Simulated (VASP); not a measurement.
Input of a VASP 6.6.1 run:

INCAR

```
SYSTEM = SiC
PREC = Accurate
ENCUT = 520
EDIFF = 1E-6
ISMEAR = 0
SIGMA = 0.013000000000000001
LREAL = .False.
LASPH = .True.
NELM = 100
ALGO = Normal
ISIF = 2
LWAVE = .False.
LCHARG = .False.
GGA = PE
NBANDS = 11
```

File KPOINTS:

```
regular mesh
0
Gamma
  10 10 10
  0 0 0
```

POSCAR

```
SiC
1.0
    0.0000000000      2.1790000000      2.1790000000
    2.1790000000      0.0000000000      2.1790000000
    2.1790000000      2.1790000000      0.0000000000
Si C
1 1
Direct
    0.0000000000      0.0000000000      0.0000000000
    0.7500000000      0.7500000000      0.7500000000
```

Potentials or basis: VASP PAW PBE potentials, release 64 (Si, C).

Launch:

```bash
$ cat potpaw_PBE.64/Si/POTCAR potpaw_PBE.64/C/POTCAR > POTCAR
$ mpirun -np 1 vasp_std > vasp.out
```

Q: Predict the pressure.

A: 3.2 GPa.

Q: Estimate the band gap on the k mesh.

A: 1.36 eV, indirect (least direct gap 4.54 eV).

**Measured values to compare with.**

“Insight into the structural, elastic and electronic properties of a new orthorhombic 6O-SiC polytype”, 2020, pmc:7200658 quotes, for a bulk crystal of SiC: band gap 2.4 eV (indirect).

Against the measured gap of SiC, 2.4 eV (indirect; quoted in “Insight into the structural, elastic and electronic properties of a new orthorhombic 6O-SiC polytype”, 2020, pmc:7200658), the calculated 1.36 eV is off by -1.04 eV. The value is that of PBE on a finite k mesh, which can miss the band edges, without temperature or zero-point motion. Semilocal functionals fall short of measured gaps as a rule.
